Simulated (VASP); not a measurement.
AlN, 4 atoms in the cell. It takes space group P6_3mc (No. 186, hexagonal). The conventional cell has a = 3.129 Å, b = 3.129 Å, c = 5.017 Å, α = 90.00°, β = 90.00°, γ = 120.00°. Al (site symmetry 3m) is surrounded by 4 N at 1.90 to 1.91 Å. N (site symmetry 3m) is surrounded by 4 Al at 1.90 to 1.91 Å. 

| Item | Value |
| --- | --- |
| Program | VASP 6.6.1 |
| Task | relaxation of shape and atoms at fixed volume |
| Functional | PBE |
| Potentials or basis | VASP PAW PBE potentials, release 64 (Al, N) |
| Cutoff | 520 eV |
| k mesh | 12 × 12 × 6 |
| Occupations | gaussian, width 0.02 eV |
| Spin | no spin polarisation |
| Further INCAR settings | ALGO = Normal; EDIFF = 0.05; IBRION = 2; EDIFFG = -0.002; NSW = 80; ISIF = 4 |

Potentials or basis: VASP PAW PBE potentials, release 64 (Al, N).

Run with:

```bash
$ cat potpaw_PBE.64/Al/POTCAR potpaw_PBE.64/N/POTCAR > POTCAR
$ mpirun -np 1 vasp_std > vasp.out
```

Hardware: 1 thread of Intel(R) Xeon(R) 6975P-C (Granite Rapids), with other jobs on the host.

Task: How long does it take, and how much memory?

Result: Run time: 17 s on 1 thread of Intel(R) Xeon(R) 6975P-C (Granite Rapids) (shared host), peak memory 0.17 GiB. Counts: scf iterations 16, k points 76, ion steps 5.
